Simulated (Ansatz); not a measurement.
Input and command of a plane-wave DFT calculation in Ansatz:

```yaml
crystal:
  lattice:
    - [6.1499993378, 0.0, 0.0]
    - [-3.0749996689, 5.3260556598, 0.0]
    - [0.0, 0.0, 25.367435111]
  atoms:
    - { symbol: C, position: [0.8982493626, 0.9927369712, 0.6591673754] }
    - { symbol: C, position: [0.8083730098, 0.8471621996, 0.6089768946] }
    - { symbol: "N", position: [0.6002789778, 0.6357031409, 0.6060258012] }
    - { symbol: H, position: [1.0832173154, 1.0178248759, 0.6695977158] }
    - { symbol: H, position: [0.9297378181, 1.1838845857, 0.6530733542] }
    - { symbol: H, position: [0.7653269278, 0.900477033, 0.6915965712] }
basis:
  ecutwfc: 420
kpoints:
  mp_grid: { grid: [3, 3, 1] }
hamiltonian:
  xc: pbe
  dispersion: d3bj
scf:
  occupations: { method: gaussian, width: 0.05 }
output:
  forces: true
  eigenvalues: true
  write_density: true
  volumetric_format: npy
efield:
  axis: 3
  dipole_correction: true
  ramp_width: 0.04
```

```bash
ansatz run input.yaml --threads 2 --pin off --max-ram 6144MiB --backend cpu --events-out ev --progress --plain --runs-dir out
```

Processor: Arm Neoverse V1, 2 threads, on a host shared with other jobs.

Task: Estimate time, memory and problem size.

Result: About 4.9 s on 2 threads of Arm Neoverse V1 (shared host), peak memory 0.72 GiB. It solves 14 bands at 5 k points (the mesh reduced by the symmetry that the task leaves, which can be less than the crystal's) with about 16267 plane waves, in 8 SCF iterations.
